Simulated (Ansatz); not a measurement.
# Ti: the cost of one run

Program: Ansatz 0.2.0. Level of theory: DFT PBE, scalar-relativistic, plane waves, PAW. These are calculated values, not measurements.

1 further run of the same task is left out (set aside as unsound or not needed).

## Step 1: Starting point

Symmetry: Fm-3m, No. 225, cubic system. The conventional cell has a = 4.112 Å, b = 4.112 Å, c = 4.112 Å, α = 90.00°, β = 90.00°, γ = 90.00°. Around Ti (site symmetry m-3m) lie 12 Ti at 2.91 Å.

As a file:

```
CELL_PARAMETERS angstrom
0.00000 2.05602 2.05602
2.05602 0.00000 2.05602
2.05602 2.05602 0.00000
ATOMIC_POSITIONS crystal
Ti 0.00000 0.00000 0.00000
```

This cell was relaxed beforehand with the same method: volume 17.38 Å³/atom, gap on the mesh none (metal).

## Step 2: The bulk in the cell of the plane

Input file input.yaml:

```yaml
crystal:
  lattice:
    - [2.9076478655, 0.0, 0.0]
    - [0.0, 2.9076478655, 0.0]
    - [1.4538239327, 1.4538239327, 2.056017523]
  atoms:
    - { symbol: Ti, position: [0.0, 0.0, 0.0] }
basis:
  ecutwfc: 420
kpoints:
  mp_grid: { grid: [12, 12, 17] }
hamiltonian:
  xc: pbe
scf:
  occupations: { method: gaussian, width: 0.1 }
output:
  forces: true
  stress: true
  eigenvalues: true
```

The run is started by

```console
ansatz run input.yaml --threads 1 --pin off --max-ram 2560MiB --backend cpu --events-out ev --progress --plain --runs-dir out
```

Q: Estimate wall time and peak memory on 1 thread of AMD EPYC 7R43 (Zen 3), shared host.

About 8.8 s, with a peak of 0.46 GiB.
